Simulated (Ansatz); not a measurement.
Here is an Ansatz 0.2.0 calculation.

File input.yaml:

```yaml
crystal:
  lattice:
    - [4.613777, 0.0, 0.0]
    - [0.0, 9.563279, 0.0]
    - [0.0, 0.0, 3.119862]
  atoms:
    - { symbol: Al, position: [0.982975, 0.824573, 0.0] }
    - { symbol: Al, position: [0.017025, 0.175427, 0.0] }
    - { symbol: Al, position: [0.482975, 0.675427, 0.5] }
    - { symbol: Al, position: [0.517025, 0.324573, 0.5] }
    - { symbol: O, position: [0.5, 0.5, 0.5] }
    - { symbol: O, position: [0.123635, 0.75305, 0.5] }
    - { symbol: O, position: [0.376365, 0.25305, 0.0] }
    - { symbol: O, position: [0.623635, 0.74695, 0.0] }
    - { symbol: O, position: [0.0, 0.0, 0.0] }
    - { symbol: O, position: [0.876365, 0.24695, 0.5] }
hamiltonian:
  xc: revpbe
  pseudopotentials: { kind: paw }
kpoints:
  mp_grid: { grid: [5, 3, 7] }
  band_path:
    path:
      - [[0.0, 0.0, 0.0], [0.0, 0.0, 0.5], [0.5, 0.0, 0.5], [0.5, 0.0, 0.0], [0.0, 0.0, 0.0], [0.0, 0.5, 0.0], [0.0, 0.5, 0.5], [0.5, 0.5, 0.5], [0.5, 0.5, 0.0], [0.0, 0.5, 0.0]]
      - [[0.5, 0.0, 0.0], [0.5, 0.5, 0.0]]
      - [[0.0, 0.5, 0.5], [0.0, 0.0, 0.5]]
      - [[0.5, 0.0, 0.5], [0.5, 0.5, 0.5]]
    npoints: 10
scf:
  occupations: { method: fermi_dirac, width: 0.05 }
  n_extra_bands: 25
output:
  forces: true
  stress: true
  eigenvalues: true
  fatbands: true
```

Potentials or basis: Ansatz PAW.

The run is started by

```sh
$ ansatz run input.yaml --threads 4 --pin off --max-ram 11264MiB --backend cpu --events-out ev --progress --plain --runs-dir out
```

**Question.** Predict the largest force.

**Answer.** 0.210 eV/Å.

**Question.** Estimate the band gap on the k mesh.

**Answer.** 3.67 eV, direct.

**Question.** Predict the band gap along the path.

**Answer.** 3.67 eV, direct.

**Question.** What does it give for the pressure?

**Answer.** 2.3 GPa.

Forces in eV/Å, atoms in the order of the input:
```
Al  -0.036 -0.039  0.000
Al   0.036  0.039  0.000
Al  -0.036  0.039  0.000
Al   0.036 -0.039  0.000
O    0.000  0.000  0.000
O    0.137 -0.160  0.000
O   -0.137 -0.160  0.000
O    0.137  0.160  0.000
O    0.000  0.000  0.000
O   -0.137  0.160  0.000
```

Caveat: the pressure holds a Pulay correction of +0.5 GPa for the finite cutoff; the PAW data sets come from PBE, with cores solved anew for the run's functional, which leaves a small shift of forces and pressure. As with any semilocal functional, this revPBE gap is likely too small.
